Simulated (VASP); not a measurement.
# NiO (F-43m) in VASP: further runs

One crystal, NiO, is run at these levels: SCAN, TPSS, TB-mBJ; tasks: band structure.

Program: VASP 6.6.1. These are calculated values, not measurements. Logs are shortened: lines on timing, memory, paths and dates and some standing lists are left out, and cuts for length are marked.

## (1) The structure

Symmetry: F-43m, No. 216, cubic system. Conventional cell: a = 4.481 Å, b = 4.481 Å, c = 4.481 Å, α = 90.00°, β = 90.00°, γ = 90.00°. Ni (site symmetry -43m) is surrounded by 4 O at 1.94 Å. Around O (site symmetry -43m) lie 4 Ni at 1.94 Å.

The cell was built by a generator and needn't be a form met in nature.

## (2) Band structure, SCAN, collinear spin, ferromagnetic start

The input, INCAR:

```
PREC = Accurate
ENCUT = 520
EDIFF = 1E-6
ISMEAR = -1
SIGMA = 0.05
LREAL = False
LASPH = True
NELM = 120
ALGO = Normal
ISIF = 2
LWAVE = False
LCHARG = False
ISPIN = 2
MAGMOM = 1 0
LORBIT = 11
LMAXMIX = 4
METAGGA = SCAN
LMIXTAU = True
```

The input, KPOINTS:

```
regular mesh
0
Gamma
  7 7 7
```

The input, POSCAR:

```
NiO
1.0
    0.0000000000      2.2406300000      2.2406300000
    2.2406300000      0.0000000000      2.2406300000
    2.2406300000      2.2406300000      0.0000000000
Ni O
1 1
Direct
    0.0000000000      0.0000000000      0.0000000000
    0.7500000000      0.7500000000      0.7500000000
```

The input, KPOINTS_OPT:

```
path GXWKGLUWLK,UX
15
line-mode
reciprocal
 0.0000000000  0.0000000000  0.0000000000  G
 0.5000000000  0.0000000000  0.5000000000  X

 0.5000000000  0.0000000000  0.5000000000  X
 0.5000000000  0.2500000000  0.7500000000  W

 0.5000000000  0.2500000000  0.7500000000  W
 0.3750000000  0.3750000000  0.7500000000  K

 0.3750000000  0.3750000000  0.7500000000  K
 0.0000000000  0.0000000000  0.0000000000  G

 0.0000000000  0.0000000000  0.0000000000  G
 0.5000000000  0.5000000000  0.5000000000  L

 0.5000000000  0.5000000000  0.5000000000  L
 0.6250000000  0.2500000000  0.6250000000  U

 0.6250000000  0.2500000000  0.6250000000  U
 0.5000000000  0.2500000000  0.7500000000  W

 0.5000000000  0.2500000000  0.7500000000  W
 0.5000000000  0.5000000000  0.5000000000  L

 0.5000000000  0.5000000000  0.5000000000  L
 0.3750000000  0.3750000000  0.7500000000  K

 0.6250000000  0.2500000000  0.6250000000  U
 0.5000000000  0.0000000000  0.5000000000  X
```

Potentials or basis: VASP PAW PBE potentials, release 64 (Ni, O).

Started as:

```console
> cat potpaw_PBE.64/Ni/POTCAR potpaw_PBE.64/O/POTCAR > POTCAR
> mpirun -np 1 vasp_std > vasp.out
```

OUTCAR:

```text
PREC = Accurate
   ENCUT = 520
   EDIFF = 1E-6
   ISMEAR = -1
   LREAL = False
   LASPH = True
   NELM = 120
   ISIF = 2
   ISPIN = 2
   LORBIT = 11
   METAGGA = SCAN

 ion  position               nearest neighbor table
   1  0.000  0.000  0.000-   2 1.94   2 1.94   2 1.94   2 1.94
   2  0.750  0.750  0.750-   1 1.94   1 1.94   1 1.94   1 1.94

  LATTYP: Found a face centered cubic cell.
 ALAT       =     4.4812600000

  Lattice vectors:

 A1 = (   0.0000000000,   2.2406300000,   2.2406300000)
 A2 = (   2.2406300000,   0.0000000000,   2.2406300000)
 A3 = (   2.2406300000,   2.2406300000,   0.0000000000)

Analysis of symmetry for initial positions (statically):
=====================================================================
 Subroutine PRICEL returns:
 Original cell was already a primitive cell.

 Routine SETGRP: Setting up the symmetry group for a
 face centered cubic supercell.

 Subroutine GETGRP returns: Found 24 space group operations
 (whereof 24 operations were pure point group operations)
 out of a pool of 48 trial point group operations.

The static configuration has the point symmetry T_d .

Analysis of symmetry for dynamics (positions and initial velocities):
=====================================================================
 Subroutine PRICEL returns:
 Original cell was already a primitive cell.

 Routine SETGRP: Setting up the symmetry group for a
 face centered cubic supercell.

 Subroutine GETGRP returns: Found 24 space group operations
 (whereof 24 operations were pure point group operations)
 out of a pool of 48 trial point group operations.

The dynamic configuration has the point symmetry T_d .

Analysis of structural, dynamic, and magnetic symmetry:
=====================================================================
 Subroutine PRICEL returns:
 Original cell was already a primitive cell.

 Routine SETGRP: Setting up the symmetry group for a
 face centered cubic supercell.

 Subroutine GETGRP returns: Found 24 space group operations
 (whereof 24 operations were pure point group operations)
 out of a pool of 48 trial point group operations.

The overall configuration has the point symmetry T_d .

 Subroutine INISYM returns: Found 24 space group operations
 (whereof 24 operations are pure point group operations),
 and found     1 'primitive' translations

----------------------------------------------------------------------------------------

                                     Primitive cell

  volume of cell :      22.4978

  direct lattice vectors                    reciprocal lattice vectors
     0.000000000  2.240630000  2.240630000    -0.223151524  0.223151524  0.223151524
     2.240630000  0.000000000  2.240630000     0.223151524 -0.223151524  0.223151524
     2.240630000  2.240630000  0.000000000     0.223151524  0.223151524 -0.223151524

  length of vectors
     3.168729334  3.168729334  3.168729334     0.386509778  0.386509778  0.386509778

  position of ions in fractional coordinates (direct lattice)
     0.000000000  0.000000000  0.000000000
     0.750000000  0.750000000  0.750000000

  ion indices of the primitive-cell ions
   primitive index   ion index
                 1           1
                 2           2

----------------------------------------------------------------------------------------

 KPOINTS: regular mesh

Automatic generation of k-mesh.
 Grid dimensions read from file:
 generate k-points for:    7    7    7

 Generating k-lattice:

  Cartesian coordinates                     Fractional coordinates (reciprocal lattice)
    -0.031878789  0.031878789  0.031878789     0.142857143  0.000000000  0.000000000
     0.031878789 -0.031878789  0.031878789     0.000000000  0.142857143  0.000000000
     0.031878789  0.031878789 -0.031878789     0.000000000  0.000000000  0.142857143

  Length of vectors
     0.055215683  0.055215683  0.055215683

  Shift w.r.t. Gamma in fractional coordinates (k-lattice)
     0.000000000  0.000000000  0.000000000

 Subroutine IBZKPT returns following result:
 ===========================================

 Found     20 irreducible k-points:
[... 33 lines left out ...]
   ISTART =      0    job   : 0-new  1-cont  2-samecut
   ICHARG =      2    charge: 1-file 2-atom 10-const
   ISPIN  =      2    spin polarized calculation?
   LNONCOLLINEAR =      F non collinear calculations
   LSORBIT =      F    spin-orbit coupling
   LASPH  =      T    aspherical Exc in radial PAW
   ENCUT  =  520.0 eV  38.22 Ry    6.18 a.u.   5.89  5.89  5.89*2*pi/ulx,y,z
   NELM   =    120;   NELMIN=  2; NELMDL= -5     # of ELM steps
   EDIFF  = 0.1E-05   stopping-criterion for ELM
   LREAL  =      F    real-space projection
   EDIFFG = 0.1E-04   stopping-criterion for IOM
   NSW    =      0    number of steps for IOM
   IBRION =     -1    ionic relax: 0-MD 1-quasi-New 2-CG
   NFREE  =      0    steps in history (QN), initial steepest desc. (CG)
   ISIF   =      2    stress and relaxation
   ISYM   =      2    0-nonsym 1-usesym 2-fastsym
   POTIM  = 0.5000    time-step for ionic-motion
   TEBEG  =    0.0;   TEEND  =   0.0 temperature during run
   PSTRESS=    0.0 pullay stress
   NELECT =      16.0000    total number of electrons
   NUPDOWN=      -1.0000    fix difference up-down
   EMIN   =  10.00;   EMAX   =-10.00  energy-range for DOS
   EFERMI =   0.00;   METHOD = LEGACY
   ISMEAR =    -1;   SIGMA  =   0.05  broadening in eV -4-tet -1-fermi 0-gaus
   EFERMI_NEDOS =   21; number of points for ismear=-14 and -15
   IALGO  =     38    algorithm
   IMIX   =      4    mixing-type and parameters
     AMIX     =   0.40;   BMIX     =  1.00
     AMIX_MAG =   1.60;   BMIX_MAG =  1.00
  volume/ion in A,a.u.               =      11.25        75.91
  Fermi-wavevector in a.u.,A,eV,Ry     =   1.461284  2.761427 29.053220  2.135351
  Thomas-Fermi vector in A             =   2.577634
   LORBIT       =     11    0 simple, 1 ext, 2 COOP (PROOUT), +10 PAW based schemes
   METAGGA = SCAN    functional components
   LHFCALC =     F    Hartree Fock is set to
   AEXX    =    0.0000 exact exchange contribution
   IVDW    =     0    specifies the selected vdW correction
   LEPSILON=     F    determine dielectric tensor
   LRPA    =     F    only Hartree local field effects (RPA)
 spin polarized calculation
  energy-cutoff  :      520.00
  volume of cell :       22.50
 maximum number of plane-waves:       620
   NGX = 11   NGY = 11   NGZ = 11

 number of electron      16.0000006 magnetization       2.0000611

 Free energy of the ion-electron system (eV)
  ---------------------------------------------------
  ext. energy  EPLUGINS =         0.00000000
  ---------------------------------------------------
  free energy    TOTEN  =       -24.05314400 eV

  energy without entropy =      -24.03872387  energy(sigma->0) =      -24.04593394

 E-fermi :   5.8008     XC(G=0): -11.9585

 val. band max:        5.7706664619   @ k =  -0.4286   0.4286   0.1429
 cond. band min:       5.8145754736   @ k =  -0.4286   0.2857   0.0000
 fundamental gap:      0.0439090117
 Fermi energy:         5.8008013763

 spin component 1

 k-point     1 :       0.0000    0.0000    0.0000
  band No.  band energies     occupation
      1     -15.7398      1.00000
      2      -1.0856      1.00000
      3      -1.0853      1.00000
      4      -1.0852      1.00000
      5       2.4894      1.00000
      6       2.4905      1.00000
      7       5.1052      1.00000
      8       5.1053      1.00000
      9       5.1053      1.00000
     10       6.0306      0.00999
     11      20.2095      0.00000
     12      20.2096      0.00000
     13      20.2099      0.00000
[... 289 lines left out ...]
 k-point    20 :      -0.2857    0.4286    0.1429
  band No.  band energies     occupation
      1     -14.9494      1.00000
      2      -1.3219      1.00000
      3      -0.6861      1.00000
      4      -0.1804      1.00000
      5       1.6319      1.00000
      6       2.2031      1.00000
      7       2.4383      1.00000
      8       3.0611      1.00000
      9       3.8694      1.00000
     10      12.7400      0.00000
     11      15.2472      0.00000
     12      16.0416      0.00000
     13      18.5768      0.00000
 Fermi energy:         5.8008013763

 spin component 2

 k-point     1 :       0.0000    0.0000    0.0000
  band No.  band energies     occupation
      1     -15.0498      1.00000
      2       0.4052      1.00000
      3       0.4058      1.00000
      4       0.4078      1.00000
      5       3.5062      1.00000
      6       3.5089      1.00000
      7       6.3852      0.00001
      8       7.6684      0.00000
      9       7.6697      0.00000
     10       7.6707      0.00000
     11      20.5568      0.00000
     12      20.5569      0.00000
     13      20.5594      0.00000
[... 290 lines left out ...]
  band No.  band energies     occupation
      1     -14.1661      1.00000
      2      -0.5913      1.00000
      3      -0.0087      1.00000
      4       0.8256      1.00000
      5       3.8407      1.00000
      6       3.9813      1.00000
      7       4.4130      1.00000
      8       5.6779      0.92112
      9       6.0324      0.00965
     10      13.4674      0.00000
     11      15.8960      0.00000
     12      16.7409      0.00000
     13      19.0853      0.00000

------------------------ aborting loop because EDIFF is reached ----------------------------------------

  FORCE on cell =-STRESS in cart. coord.  units (eV):
  Direction    XX          YY          ZZ          XY          YZ          ZX
  --------------------------------------------------------------------------------------
  -------------------------------------------------------------------------------------
  Total       -0.8530585     -0.8530585     -0.8530585     -0.0000000      0.0000000      0.0000000
  in kB      -60.7503742    -60.7503742    -60.7503742     -0.0000000      0.0000000      0.0000000
  external PRESSURE =     -60.7503742 kB  Pullay stress =       0.0000000 kB

 VOLUME and BASIS-vectors are now :
 -----------------------------------------------------------------------------
  energy-cutoff  :      520.00
  volume of cell :       22.50
      direct lattice vectors                 reciprocal lattice vectors
     0.000000000  2.240630000  2.240630000    -0.223151524  0.223151524  0.223151524
     2.240630000  0.000000000  2.240630000     0.223151524 -0.223151524  0.223151524
     2.240630000  2.240630000  0.000000000     0.223151524  0.223151524 -0.223151524

 POSITION                                       TOTAL-FORCE (eV/Angst)
 -----------------------------------------------------------------------------------
      0.00000      0.00000      0.00000        -0.000000     -0.000000     -0.000000
      3.36095      3.36095      3.36095         0.000000      0.000000      0.000000
 -----------------------------------------------------------------------------------
    total drift:                               -0.000063     -0.000063     -0.000063

  FREE ENERGIE OF THE ION-ELECTRON SYSTEM (eV)
  ---------------------------------------------------
  free  energy   TOTEN  =       -24.0531439993 eV

  energy  without entropy=      -24.0387238715  energy(sigma->0) =      -24.04593394

 total charge

# of ion       s       p       d       tot
------------------------------------------
    1        0.388   0.494   8.201   9.083
    2        1.562   3.460   0.000   5.022
--------------------------------------------------
tot          1.950   3.955   8.201  14.105

 magnetization (x)

# of ion       s       p       d       tot
------------------------------------------
    1       -0.000   0.031   1.589   1.620
    2        0.019   0.331   0.000   0.350
--------------------------------------------------
tot          0.018   0.363   1.589   1.970
```

It took 81 s on 1 thread of Intel Xeon Platinum 8488C (Sapphire Rapids), shared host; peak memory 0.16 GiB.

What came out:

```yaml
Free_energy: -24.0531 eV
Pressure: -6.1 GPa
Band_gap_along_the_path: none (metal or under the smearing width)
Net_moment: 2.00 μB per cell
Site_moments: Ni +1.62; O +0.35 μB
Valence_electrons_inside_the_program's_atomic_spheres: Ni 9.08; O 5.02
```

Levels at the corners of the path, in eV from the Fermi level:
Spin up:
```
point  band 5  band 6  band 7  band 8  band 9  band 10  band 11  band 12  band 13
    Γ   -3.31   -3.31   -0.70   -0.70   -0.70     0.23    14.41    14.41    14.41
    X   -4.18   -3.05   -2.88   -2.88   -2.56     5.18    10.07    11.03    14.78
    X   -4.18   -3.05   -2.88   -2.88   -2.56     5.18    10.07    11.03    14.78
    W   -4.03   -3.83   -3.35   -2.90   -1.92     6.96     9.95    10.52    11.68
    W   -4.03   -3.83   -3.35   -2.90   -1.92     6.96     9.95    10.52    11.68
    K   -4.27   -3.46   -3.40   -2.36   -2.20     6.50     9.38    10.23    14.45
    K   -4.27   -3.46   -3.40   -2.36   -2.20     6.50     9.38    10.23    14.45
    Γ   -3.31   -3.31   -0.70   -0.70   -0.70     0.23    14.41    14.41    14.41
    Γ   -3.31   -3.31   -0.70   -0.70   -0.70     0.23    14.41    14.41    14.41
    L   -3.70   -3.30   -3.30   -1.51   -1.51     5.77     7.29    13.82    13.82
    L   -3.70   -3.30   -3.30   -1.51   -1.51     5.77     7.29    13.82    13.82
    U   -4.26   -3.46   -3.40   -2.36   -2.20     6.50     9.38    10.23    14.45
    U   -4.26   -3.46   -3.40   -2.36   -2.20     6.50     9.38    10.23    14.45
    W   -4.03   -3.83   -3.35   -2.90   -1.92     6.96     9.95    10.52    11.68
    W   -4.03   -3.83   -3.35   -2.90   -1.92     6.96     9.95    10.52    11.68
    L   -3.70   -3.30   -3.30   -1.51   -1.51     5.77     7.29    13.82    13.82
    L   -3.70   -3.30   -3.30   -1.51   -1.51     5.77     7.29    13.82    13.82
    K   -4.27   -3.46   -3.40   -2.36   -2.20     6.50     9.38    10.23    14.45
    U   -4.26   -3.46   -3.40   -2.36   -2.20     6.50     9.38    10.23    14.45
    X   -4.18   -3.05   -2.88   -2.88   -2.56     5.18    10.07    11.03    14.78
```
Spin down:
```tsv
point	band 6	band 7	band 8	band 9	band 10	band 11
Γ	-2.29	0.58	1.87	1.87	1.87	14.76
X	-1.55	-1.55	-0.02	-0.02	5.83	11.00
X	-1.55	-1.55	-0.02	-0.02	5.83	11.00
W	-1.79	-1.63	-0.13	0.14	7.71	10.89
W	-1.79	-1.63	-0.13	0.14	7.71	10.89
K	-1.86	-1.26	-0.11	0.24	7.15	10.06
K	-1.86	-1.26	-0.11	0.24	7.15	10.06
Γ	-2.29	0.58	1.87	1.87	1.87	14.76
Γ	-2.29	0.58	1.87	1.87	1.87	14.76
L	-1.97	-0.68	0.89	0.89	6.21	7.98
L	-1.97	-0.68	0.89	0.89	6.21	7.98
U	-1.87	-1.26	-0.11	0.24	7.15	10.06
U	-1.87	-1.26	-0.11	0.24	7.15	10.06
W	-1.79	-1.63	-0.13	0.14	7.71	10.89
W	-1.79	-1.63	-0.13	0.14	7.71	10.89
L	-1.97	-0.68	0.89	0.89	6.21	7.98
L	-1.97	-0.68	0.89	0.89	6.21	7.98
K	-1.86	-1.26	-0.11	0.24	7.15	10.06
U	-1.87	-1.26	-0.11	0.24	7.15	10.06
X	-1.55	-1.55	-0.02	-0.02	5.83	11.00
```

Caveat: the PAW data sets were made with another functional, which shifts forces and pressure a little; a cell with one magnetic atom can't hold antiferromagnetic order, which such compounds often take; semilocal functionals often make such compounds metallic where correlation or magnetic order opens a gap, which also shifts bond lengths.

[end of part 1 of 3]
